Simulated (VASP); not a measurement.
# BiTe (R-3m) in VASP: a series of runs, part 2 of 3

VASP 6.6.1.

## Step 3: Core levels, LDA

INCAR

```
SYSTEM = BiTe
PREC = Accurate ; ENCUT = 520
EDIFF = 1E-7 ; ISMEAR = 0
SIGMA = 0.02 ; LREAL = .FALSE.
LASPH = .TRUE. ; NELM = 100
ALGO = Normal ; ISIF = 2
LWAVE = .FALSE. ; LCHARG = .FALSE.
ICORELEVEL = 1
```

KPOINTS

```
Automatic mesh
0
G
  7 7 7
  0 0 0
```

POSCAR

```
BiTe
1.0
    2.4227077728      1.3987509848      3.3172919545
   -2.4227077728      1.3987509848      3.3172919545
    0.0000000000     -2.7975019696      3.3172919545
Bi Te
1 1
Direct
    0.5000000000      0.5000000000      0.5000000000
    0.0000000000      0.0000000000      0.0000000000
```

Potentials or basis: VASP PAW LDA potentials, release 64 (Bi_d, Te).

Run with:

```console
cat potpaw_LDA.64/Bi_d/POTCAR potpaw_LDA.64/Te/POTCAR > POTCAR
mpirun -np 1 vasp_std > vasp.out
```

OUTCAR:

```text
SYSTEM = BiTe
   PREC = Accurate
   ENCUT = 520
   EDIFF = 1E-7
   ISMEAR = 0
   LREAL = .FALSE.
   LASPH = .TRUE.
   NELM = 100
   ISIF = 2

 ion  position               nearest neighbor table
   1  0.500  0.500  0.500-   2 3.25   2 3.25   2 3.25   2 3.25   2 3.25   2 3.25
   2  0.000  0.000  0.000-   1 3.25   1 3.25   1 3.25   1 3.25   1 3.25   1 3.25

  LATTYP: Found a trigonal (rhomboedric) cell.
 ALAT       =     4.3394058558
 COS(alpha) =     0.3765932224

  Lattice vectors:

 A1 = (   2.4227077728,   1.3987509848,   3.3172919545)
 A2 = (  -2.4227077728,   1.3987509848,   3.3172919545)
 A3 = (   0.0000000000,  -2.7975019696,   3.3172919545)

Analysis of symmetry for initial positions (statically):
=====================================================================
 Subroutine PRICEL returns:
 Original cell was already a primitive cell.

 Routine SETGRP: Setting up the symmetry group for a
 trigonal (rhombohedral) supercell.

 Subroutine GETGRP returns: Found 12 space group operations
 (whereof 12 operations were pure point group operations)
 out of a pool of 12 trial point group operations.

The static configuration has the point symmetry D_3d.

Analysis of symmetry for dynamics (positions and initial velocities):
=====================================================================
 Subroutine PRICEL returns:
 Original cell was already a primitive cell.

 Routine SETGRP: Setting up the symmetry group for a
 trigonal (rhombohedral) supercell.

 Subroutine GETGRP returns: Found 12 space group operations
 (whereof 12 operations were pure point group operations)
 out of a pool of 12 trial point group operations.

The dynamic configuration has the point symmetry D_3d.

 Subroutine INISYM returns: Found 12 space group operations
 (whereof 12 operations are pure point group operations),
 and found     1 'primitive' translations

----------------------------------------------------------------------------------------

                                     Primitive cell

  volume of cell :      67.4491

  direct lattice vectors                    reciprocal lattice vectors
     2.422707773  1.398750985  3.317291954     0.206380648  0.119153923  0.100483568
    -2.422707773  1.398750985  3.317291954    -0.206380648  0.119153923  0.100483568
     0.000000000 -2.797501970  3.317291954     0.000000000 -0.238307845  0.100483568

  length of vectors
     4.339405856  4.339405856  4.339405856     0.258626326  0.258626326  0.258626326

  position of ions in fractional coordinates (direct lattice)
     0.500000000  0.500000000  0.500000000
     0.000000000  0.000000000  0.000000000

  ion indices of the primitive-cell ions
   primitive index   ion index
                 1           1
                 2           2

----------------------------------------------------------------------------------------

 KPOINTS: Automatic mesh

Automatic generation of k-mesh.
 Grid dimensions read from file:
 generate k-points for:    7    7    7

 Generating k-lattice:

  Cartesian coordinates                     Fractional coordinates (reciprocal lattice)
     0.029482950  0.017021989  0.014354795     0.142857143  0.000000000  0.000000000
    -0.029482950  0.017021989  0.014354795     0.000000000  0.142857143  0.000000000
     0.000000000 -0.034043978  0.014354795     0.000000000  0.000000000  0.142857143

  Length of vectors
     0.036946618  0.036946618  0.036946618

  Shift w.r.t. Gamma in fractional coordinates (k-lattice)
     0.000000000  0.000000000  0.000000000

 Subroutine IBZKPT returns following result:
 ===========================================

 Found     44 irreducible k-points:

 Following reciprocal coordinates:
            Coordinates               Weight
  0.000000  0.000000  0.000000      1.000000
  0.142857 -0.000000  0.000000      6.000000
  0.285714 -0.000000  0.000000      6.000000
  0.428571 -0.000000  0.000000      6.000000
  0.142857  0.142857  0.000000      6.000000
  0.285714  0.142857  0.000000     12.000000
[... 16 lines left out ...]
  0.285714  0.285714  0.142857      6.000000
  0.428571  0.285714  0.142857     12.000000
 [... further k-points ...]
   k-points           NKPTS =     44   k-points in BZ     NKDIM =     44   number of bands    NBANDS=     14
   number of dos      NEDOS =    301   number of ions     NIONS =      2
   total plane-waves  NPLWV =  32768
   dimension x,y,z NGX =    32 NGY =   32 NGZ =   32
   dimension x,y,z NGXF=    64 NGYF=   64 NGZF=   64
   ions per type =               1   1
   NGX,Y,Z   is equivalent  to a cutoff of  12.26, 12.26, 12.26 a.u.
   NGXF,Y,Z  is equivalent  to a cutoff of  24.52, 24.52, 24.52 a.u.
 SYSTEM =  BiTe
   PREC   = accura    normal or accurate (medium, high low for compatibility)
   ISTART =      0    job   : 0-new  1-cont  2-samecut
   ICHARG =      2    charge: 1-file 2-atom 10-const
   ISPIN  =      1    spin polarized calculation?
   LNONCOLLINEAR =      F non collinear calculations
   LSORBIT =      F    spin-orbit coupling
   LASPH  =      T    aspherical Exc in radial PAW
   ENCUT  =  520.0 eV  38.22 Ry    6.18 a.u.   8.07  8.07  8.07*2*pi/ulx,y,z
   NELM   =    100;   NELMIN=  2; NELMDL= -5     # of ELM steps
   EDIFF  = 0.1E-06   stopping-criterion for ELM
[... 12 lines left out ...]
   EMIN   =  10.00;   EMAX   =-10.00  energy-range for DOS
   EFERMI =   0.00;   METHOD = LEGACY
   ISMEAR =     0;   SIGMA  =   0.02  broadening in eV -4-tet -1-fermi 0-gaus
   EFERMI_NEDOS =   21; number of points for ismear=-14 and -15
   IALGO  =     38    algorithm
[... 5 lines left out ...]
  Thomas-Fermi vector in A             =   2.246114
   LORBIT       =      0    0 simple, 1 ext, 2 COOP (PROOUT), +10 PAW based schemes
   GGA     = CA    functional components
   LHFCALC =     F    Hartree Fock is set to
   AEXX    =    0.0000 exact exchange contribution
   IVDW    =     0    specifies the selected vdW correction
   LEPSILON=     F    determine dielectric tensor
   LRPA    =     F    only Hartree local field effects (RPA)
 non-spin polarized calculation
 Gauss-broadening in eV      SIGMA  =   0.02
  energy-cutoff  :      520.00
  volume of cell :       67.45
 maximum number of plane-waves:      1827
   NGX = 17   NGY = 17   NGZ = 17

 number of electron      20.9999996 magnetization

 Free energy of the ion-electron system (eV)
  ---------------------------------------------------
  ext. energy  EPLUGINS =         0.00000000
  ---------------------------------------------------
  free energy    TOTEN  =        -8.47475313 eV

  energy without entropy =       -8.47460975  energy(sigma->0) =       -8.47468144

 the core state eigenenergies are
   1-  1s -89970.3186  2s -16170.8734  2p -13851.8741  3s  -3897.9224  3p  -3234.3897
       3d  -2566.7816  4s   -885.8767  4p   -668.0616  4d   -418.6905  4f   -142.8829
       5s   -146.6325  5p    -85.0869
   2-  1s -31425.2678  2s  -4815.8202  2p  -4328.8998  3s   -949.3286  3p   -790.4148
       3d   -548.5677  4s   -152.2329  4p   -102.7760  4d    -30.5746

 E-fermi :   6.4982     XC(G=0):  -9.7133

 val. band max:        6.4256326310   @ k =  -0.4286   0.2857   0.2857
 cond. band min:       6.5035564233   @ k =   0.2857   0.2857   0.2857
 fundamental gap:      0.0779237923
 Fermi energy:         6.4982068677

 k-point     1 :       0.0000    0.0000    0.0000
  band No.  band energies     occupation
      1     -16.7052      2.00000
      2     -16.7052      2.00000
      3     -16.6884      2.00000
      4     -16.6884      2.00000
      5     -16.6693      2.00000
      6      -7.0314      2.00000
      7      -1.8566      2.00000
      8       3.5634      2.00000
      9       3.5634      2.00000
     10       4.8767      2.00000
     11       8.3095      0.00000
     12       8.9210      0.00000
     13       8.9210      0.00000
     14      10.5445      0.00000
[... 256 lines left out ...]
 k-point    17 :       0.1429    0.1429    0.1429
  band No.  band energies     occupation
      1     -16.7059      2.00000
      2     -16.7059      2.00000
      3     -16.6860      2.00000
      4     -16.6860      2.00000
      5     -16.6697      2.00000
      6      -6.8139      2.00000
      7      -2.1553      2.00000
      8       3.5810      2.00000
      9       3.5810      2.00000
     10       4.8463      2.00000
     11       7.3254      0.00000
     12       7.9829      0.00000

------------------------ aborting loop because EDIFF is reached ----------------------------------------

  FORCE on cell =-STRESS in cart. coord.  units (eV):
  Direction    XX          YY          ZZ          XY          YZ          ZX
  --------------------------------------------------------------------------------------
  -------------------------------------------------------------------------------------
  Total       -1.4520323     -1.4520323     -1.3195843      0.0000000      0.0000000      0.0000000
  in kB      -34.4913729    -34.4913729    -31.3452207      0.0000000      0.0000000      0.0000000
  external PRESSURE =     -33.4426555 kB  Pullay stress =       0.0000000 kB

 VOLUME and BASIS-vectors are now :
 -----------------------------------------------------------------------------
  energy-cutoff  :      520.00
  volume of cell :       67.45
      direct lattice vectors                 reciprocal lattice vectors
     2.422707773  1.398750985  3.317291954     0.206380648  0.119153923  0.100483568
    -2.422707773  1.398750985  3.317291954    -0.206380648  0.119153923  0.100483568
     0.000000000 -2.797501970  3.317291954     0.000000000 -0.238307845  0.100483568

 POSITION                                       TOTAL-FORCE (eV/Angst)
 -----------------------------------------------------------------------------------
      0.00000      0.00000      4.97594         0.000000      0.000000      0.000000
      0.00000      0.00000      0.00000        -0.000000     -0.000000     -0.000000
 -----------------------------------------------------------------------------------
    total drift:                               -0.000000      0.000000     -0.000000

  FREE ENERGIE OF THE ION-ELECTRON SYSTEM (eV)
  ---------------------------------------------------
  free  energy   TOTEN  =        -8.4747531333 eV

  energy  without entropy=       -8.4746097473  energy(sigma->0) =       -8.47468144
```

OSZICAR:

```text
N       E                     dE             d eps       ncg     rms          rms(c)
DAV:   1     0.156214147059E+03    0.15621E+03   -0.10228E+04  1232   0.146E+03
DAV:   2     0.329547083741E+01   -0.15292E+03   -0.15075E+03  1328   0.359E+02
DAV:   3    -0.823325161005E+01   -0.11529E+02   -0.11471E+02  1598   0.104E+02
DAV:   4    -0.851848845475E+01   -0.28524E+00   -0.28517E+00  1486   0.188E+01
DAV:   5    -0.852742049197E+01   -0.89320E-02   -0.89320E-02  1578   0.303E+00    0.600E+00
DAV:   6    -0.847669966509E+01    0.50721E-01   -0.16118E-01  1686   0.292E+00    0.380E+00
DAV:   7    -0.847549842231E+01    0.12012E-02   -0.35306E-02  1466   0.120E+00    0.635E-01
DAV:   8    -0.847473060301E+01    0.76782E-03   -0.56217E-03  1468   0.638E-01    0.169E-01
DAV:   9    -0.847475399816E+01   -0.23395E-04   -0.61904E-04  1346   0.196E-01    0.679E-02
DAV:  10    -0.847475364287E+01    0.35529E-06   -0.28584E-05  1512   0.403E-02    0.386E-02
DAV:  11    -0.847475366573E+01   -0.22863E-07   -0.98039E-06  1672   0.239E-02    0.186E-02
DAV:  12    -0.847475314014E+01    0.52559E-06   -0.18288E-06  1442   0.136E-02    0.524E-03
DAV:  13    -0.847475313327E+01    0.68703E-08   -0.21690E-07  1068   0.369E-03
   1 F= -.84747531E+01 E0= -.84746814E+01  d E =-.143386E-03
```

stdout:

```text
POSCAR found type information on POSCAR BiTe
 POSCAR found :  2 types and       2 ions
 scaLAPACK will be used
 LDA part: xc-table for (Slater(with rela. corr.)+CA(PZ))
 , standard interpolation
 POSCAR, INCAR and KPOINTS ok, starting setup
 FFT: planning ... GRIDC
 FFT: planning ... GRID_SOFT
 FFT: planning ... GRID
 WAVECAR not read
 entering main loop
```

Run time: 29 s. Hardware: 1 thread of Intel Xeon Platinum 8259CL at 2.50GHz (Skylake/Cascade Lake), shared host; peak memory 0.18 GiB.

What came out:

| Quantity | Value |
| --- | --- |
| Free energy | -8.4748 eV |
| Pressure | -3.3 GPa |
| Band gap on the k mesh | none (metal or under the smearing width) |

Core levels (eV, on the scale of the bands):
| atom | levels |
| --- | --- |
| 1 Bi | 1s -89970.3, 2s -16170.9, 2p -13851.9, 3s -3897.9, 3p -3234.4, 3d -2566.8, 4s -885.9, 4p -668.1, 4d -418.7, 4f -142.9, 5s -146.6, 5p -85.1 |
| 2 Te | 1s -31425.3, 2s -4815.8, 2p -4328.9, 3s -949.3, 3p -790.4, 3d -548.6, 4s -152.2, 4p -102.8, 4d -30.6 |

Caveat: spin-orbit coupling is left out, which moves the levels of the heavy elements.

(Continued in part 3 of 3.)
